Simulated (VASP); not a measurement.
# Na (P6_3/mmc) in VASP: electric field gradients with PBE

Aim: the electric field gradients of Na with PBE.

All numbers are computed with VASP 6.6.1; they aren't measurements. Logs are shortened: lines on timing, memory, paths and dates and some standing lists are left out, and cuts for length are marked.

### Step 1. The undisturbed crystal

It takes space group P6_3/mmc (No. 194, hexagonal). The conventional cell has a = 3.689 Å, b = 3.689 Å, c = 6.269 Å, α = 90.00°, β = 90.00°, γ = 120.00°. Na (site symmetry -6m2) has 12 Na at 3.69 to 3.79 Å as nearest neighbours.

This isn't the form of Na at room conditions, which is bcc.

### Step 2. Electric field gradients, PBE (atom 1 (Na) moved by [0.046188, 0.046188, 0.046188] A, PAW files)

Contents of INCAR:

```
SYSTEM = Na
PREC     = Accurate       ! precision mode
ENCUT    = 520            ! plane-wave cutoff, eV
EDIFF    = 1E-8           ! SCF threshold, eV
ISMEAR   = -1             ! smearing method
SIGMA    = 0.05           ! smearing width, eV
LREAL    = .False.        ! projectors in reciprocal space
LASPH    = .True.         ! aspherical terms in the spheres
NELM     = 100            ! most SCF steps
ALGO     = Fast           ! electronic algorithm
ISIF     = 2              ! what is computed and relaxed
LWAVE    = .False.        ! write WAVECAR
LCHARG   = .False.        ! write CHGCAR
GGA      = PE             ! functional
LEFG     = .True.       
NBANDS   = 14             ! bands
```

Contents of KPOINTS:

```
regular mesh
0
Gamma
  10 10 6
  0 0 0
```

Contents of POSCAR:

```
Na
1.0
    3.6887707041      0.0000000000      0.0000000000
   -1.8443853520      3.1945691385      0.0000000000
    0.0000000000      0.0000000000      6.2691940000
Na
2
Direct
    0.3530837218      0.6811249545      0.2573674543
    0.6666666667      0.3333333333      0.7500000000
```

Potentials or basis: VASP PAW PBE potentials, release 64 (Na_pv).

Started as:

```console
$ cat potpaw_PBE.64/Na_pv/POTCAR > POTCAR
$ mpirun -np 1 vasp_std > vasp.out
```

OUTCAR:

```text
SYSTEM = Na
   PREC = Accurate
   ENCUT = 520
   EDIFF = 1E-8
   ISMEAR = -1
   LREAL = .False.
   LASPH = .True.
   NELM = 100
   ISIF = 2
   GGA = PE

 ion  position               nearest neighbor table
   1  0.353  0.681  0.257-
   2  0.667  0.333  0.750-

  LATTYP: Found a hexagonal cell.
 ALAT       =     3.6887707041
 C/A-ratio  =     1.6995347510

  Lattice vectors:

 A1 = (   3.6887707041,   0.0000000000,   0.0000000000)
 A2 = (  -1.8443853520,   3.1945691385,   0.0000000000)
 A3 = (   0.0000000000,   0.0000000000,   6.2691940000)

Analysis of symmetry for initial positions (statically):
=====================================================================
 Subroutine PRICEL returns:
 Original cell was already a primitive cell.

 Routine SETGRP: Setting up the symmetry group for a
 hexagonal supercell.

 Subroutine GETGRP returns: Found  2 space group operations
 (whereof  1 operations were pure point group operations)
 out of a pool of 24 trial point group operations.

The static configuration has the point symmetry C_1 .
 The point group associated with its full space group is S_2 .

Analysis of symmetry for dynamics (positions and initial velocities):
=====================================================================
 Subroutine PRICEL returns:
 Original cell was already a primitive cell.

 Routine SETGRP: Setting up the symmetry group for a
 hexagonal supercell.

 Subroutine GETGRP returns: Found  2 space group operations
 (whereof  1 operations were pure point group operations)
 out of a pool of 24 trial point group operations.

The dynamic configuration has the point symmetry C_1 .
 The point group associated with its full space group is S_2 .

 Subroutine INISYM returns: Found  2 space group operations
 (whereof  1 operations are pure point group operations),
 and found     1 'primitive' translations

----------------------------------------------------------------------------------------

                                     Primitive cell

  volume of cell :      73.8764

  direct lattice vectors                    reciprocal lattice vectors
     3.688770704  0.000000000  0.000000000     0.271093023  0.156515630  0.000000000
    -1.844385352  3.194569138  0.000000000     0.000000000  0.313031259  0.000000000
     0.000000000  0.000000000  6.269194000     0.000000000  0.000000000  0.159510138

  length of vectors
     3.688770704  3.688770704  6.269194000     0.313031259  0.313031259  0.159510138

  position of ions in fractional coordinates (direct lattice)
     0.353083722  0.681124954  0.257367454
     0.666666667  0.333333333  0.750000000

  ion indices of the primitive-cell ions
   primitive index   ion index
                 1           1
                 2           2

----------------------------------------------------------------------------------------

 KPOINTS: regular mesh

Automatic generation of k-mesh.
 Grid dimensions read from file:
 generate k-points for:   10   10    6

 Generating k-lattice:

  Cartesian coordinates                     Fractional coordinates (reciprocal lattice)
     0.027109302  0.015651563  0.000000000     0.100000000  0.000000000  0.000000000
     0.000000000  0.031303126  0.000000000     0.000000000  0.100000000  0.000000000
     0.000000000  0.000000000  0.026585023     0.000000000  0.000000000  0.166666667

  Length of vectors
     0.031303126  0.031303126  0.026585023

  Shift w.r.t. Gamma in fractional coordinates (k-lattice)
     0.000000000  0.000000000  0.000000000

[... 34 lines left out ...]
   total plane-waves  NPLWV =  37632
   dimension x,y,z NGX =    28 NGY =   28 NGZ =   48
   dimension x,y,z NGXF=    56 NGYF=   56 NGZF=   96
   ions per type =               2
   NGX,Y,Z   is equivalent  to a cutoff of  12.62, 12.62, 12.73 a.u.
   NGXF,Y,Z  is equivalent  to a cutoff of  25.24, 25.24, 25.46 a.u.
 SYSTEM =  Na
   PREC   = accura    normal or accurate (medium, high low for compatibility)
   ISTART =      0    job   : 0-new  1-cont  2-samecut
   ICHARG =      2    charge: 1-file 2-atom 10-const
   ISPIN  =      1    spin polarized calculation?
   LNONCOLLINEAR =      F non collinear calculations
   LSORBIT =      F    spin-orbit coupling
   LASPH  =      T    aspherical Exc in radial PAW
   ENCUT  =  520.0 eV  38.22 Ry    6.18 a.u.   6.86  6.86 11.66*2*pi/ulx,y,z
   NELM   =    100;   NELMIN=  2; NELMDL= -5     # of ELM steps
   EDIFF  = 0.1E-07   stopping-criterion for ELM
   LREAL  =      F    real-space projection
   EDIFFG = 0.1E-06   stopping-criterion for IOM
   NSW    =      0    number of steps for IOM
   IBRION =     -1    ionic relax: 0-MD 1-quasi-New 2-CG
   NFREE  =      0    steps in history (QN), initial steepest desc. (CG)
   ISIF   =      2    stress and relaxation
   ISYM   =      2    0-nonsym 1-usesym 2-fastsym
   POTIM  = 0.5000    time-step for ionic-motion
   TEBEG  =    0.0;   TEEND  =   0.0 temperature during run
   PSTRESS=    0.0 pullay stress
   NELECT =      14.0000    total number of electrons
   NUPDOWN=      -1.0000    fix difference up-down
   EMIN   =  10.00;   EMAX   =-10.00  energy-range for DOS
   EFERMI =   0.00;   METHOD = LEGACY
   ISMEAR =    -1;   SIGMA  =   0.05  broadening in eV -4-tet -1-fermi 0-gaus
   EFERMI_NEDOS =   21; number of points for ismear=-14 and -15
   IALGO  =     68    algorithm
   IMIX   =      4    mixing-type and parameters
     AMIX     =   0.40;   BMIX     =  1.00
     AMIX_MAG =   1.60;   BMIX_MAG =  1.00
  volume/ion in A,a.u.               =      36.94       249.27
  Fermi-wavevector in a.u.,A,eV,Ry     =   0.940334  1.776974 12.030661  0.884229
  Thomas-Fermi vector in A             =   2.067736
   LORBIT       =      0    0 simple, 1 ext, 2 COOP (PROOUT), +10 PAW based schemes
   GGA     = PE    functional components
   LHFCALC =     F    Hartree Fock is set to
   AEXX    =    0.0000 exact exchange contribution
   IVDW    =     0    specifies the selected vdW correction
   LEPSILON=     F    determine dielectric tensor
   LRPA    =     F    only Hartree local field effects (RPA)
 non-spin polarized calculation
 RMM-DIIS sequential band-by-band and
  energy-cutoff  :      520.00
  volume of cell :       73.88
 maximum number of plane-waves:      2018
   NGX = 13   NGY = 13   NGZ = 23

 number of electron      14.0000001 magnetization

 Free energy of the ion-electron system (eV)
  ---------------------------------------------------
  ext. energy  EPLUGINS =         0.00000000
  ---------------------------------------------------
  free energy    TOTEN  =        -2.62414898 eV

  energy without entropy =       -2.61516209  energy(sigma->0) =       -2.61965553

 E-fermi :   0.3015     XC(G=0):  -6.5106

 val. band max:        0.2864841419   @ k =   0.5000   0.2000  -0.3333
 cond. band min:       0.3086586853   @ k =   0.0000  -0.2000   0.1667
 fundamental gap:      0.0221745434
 Fermi energy:         0.3014618971

 k-point     1 :       0.0000    0.0000    0.0000
  band No.  band energies     occupation
      1     -24.5873      2.00000
      2     -24.5608      2.00000
      3     -24.5597      2.00000
      4     -24.5564      2.00000
      5     -24.5562      2.00000
      6     -24.5554      2.00000
      7      -2.9477      2.00000
      8       0.7230      0.00044
      9       1.0651      0.00000
     10      10.6529      0.00000
     11      10.6642      0.00000
     12      10.6884      0.00000
     13      11.0563      0.00000
     14      11.1123      0.00000
[... 377 lines left out ...]
      1     -24.5804      2.00000
      2     -24.5761      2.00000
      3     -24.5733      2.00000
      4     -24.5650      2.00000
      5     -24.5606      2.00000
      6     -24.5577      2.00000
      7      -1.8905      2.00000
      8       1.6745      0.00000
      9       2.0755      0.00000
     10       5.3278      0.00000
     11       6.6968      0.00000
     12       8.5660      0.00000
     13       9.2027      0.00000
     14       9.9671      0.00000

 [... further k-points ...]

------------------------ aborting loop because EDIFF is reached ----------------------------------------

  FORCE on cell =-STRESS in cart. coord.  units (eV):
  Direction    XX          YY          ZZ          XY          YZ          ZX
  --------------------------------------------------------------------------------------
  -------------------------------------------------------------------------------------
  Total        0.0712123      0.0993211     -0.1881532     -0.0146567      0.0012751      0.0009229
  in kB        1.5443995      2.1540038     -4.0805295     -0.3178641      0.0276529      0.0200162
  external PRESSURE =      -0.1273754 kB  Pullay stress =       0.0000000 kB

 VOLUME and BASIS-vectors are now :
 -----------------------------------------------------------------------------
  energy-cutoff  :      520.00
  volume of cell :       73.88
      direct lattice vectors                 reciprocal lattice vectors
     3.688770704  0.000000000  0.000000000     0.271093023  0.156515630  0.000000000
    -1.844385352  3.194569138  0.000000000     0.000000000  0.313031259  0.000000000
     0.000000000  0.000000000  6.269194000     0.000000000  0.000000000  0.159510138

 POSITION                                       TOTAL-FORCE (eV/Angst)
 -----------------------------------------------------------------------------------
      0.04619      2.17590      1.61349        -0.004127     -0.005068     -0.029623
      1.84439      1.06486      4.70190         0.004127      0.005068      0.029623
 -----------------------------------------------------------------------------------
    total drift:                               -0.000004      0.000000     -0.000035

  FREE ENERGIE OF THE ION-ELECTRON SYSTEM (eV)
  ---------------------------------------------------
  free  energy   TOTEN  =        -2.6241489759 eV

  energy  without entropy=       -2.6151620915  energy(sigma->0) =       -2.61965553

 Electric field gradients (V/A^2)
---------------------------------------------------------------------
 ion       V_xx      V_yy      V_zz      V_xy      V_xz      V_yz
---------------------------------------------------------------------
   1       0.085     0.134    -0.219    -0.020     0.004     0.005
   2       0.086     0.138    -0.224    -0.018     0.004     0.005
---------------------------------------------------------------------

 Electric field gradients after diagonalization (V/A^2)
 (convention: |V_zz| > |V_xx| > |V_yy|)
----------------------------------------------------------------------
 ion       V_xx      V_yy      V_zz     asymmetry (V_yy - V_xx)/ V_zz
----------------------------------------------------------------------
   1       0.142     0.078    -0.219       0.290
   2       0.144     0.080    -0.224       0.283
----------------------------------------------------------------------

           NMR quadrupolar parameters

 Cq : quadrupolar parameter    Cq=e*Q*V_zz/h
 eta: asymmetry parameters     (V_yy - V_xx)/ V_zz
 Q  : nuclear electric quadrupole moment in mb (millibarn)
----------------------------------------------------------------------
 ion       Cq(MHz)       eta       Q (mb)
----------------------------------------------------------------------
   1      -0.001       0.290       1.000
   2      -0.001       0.283       1.000
----------------------------------------------------------------------
```

Run time: 4.5 min. Hardware: 1 thread of Intel Xeon Platinum 8259CL at 2.50GHz (Skylake/Cascade Lake), shared host; peak memory 0.35 GiB.

Results:

```
Free energy            : -2.6241 eV
Pressure               : 0.0 GPa
Largest force          : 0.030 eV/Å
Band gap on the k mesh : none (metal or under the smearing width)
```

Forces in eV/Å, atoms in the order of the input:
```
Na  -0.004 -0.005 -0.030
Na   0.004  0.005  0.030
```

Stress tensor (GPa, compression positive):
```
 0.15 -0.03  0.00
-0.03  0.22  0.00
 0.00  0.00 -0.41
```

Electric field gradients, principal values (V/Å²):
```tsv
atom	Vxx	Vyy	Vzz
1 Na	0.078	0.142	-0.219
2 Na	0.080	0.144	-0.224
```
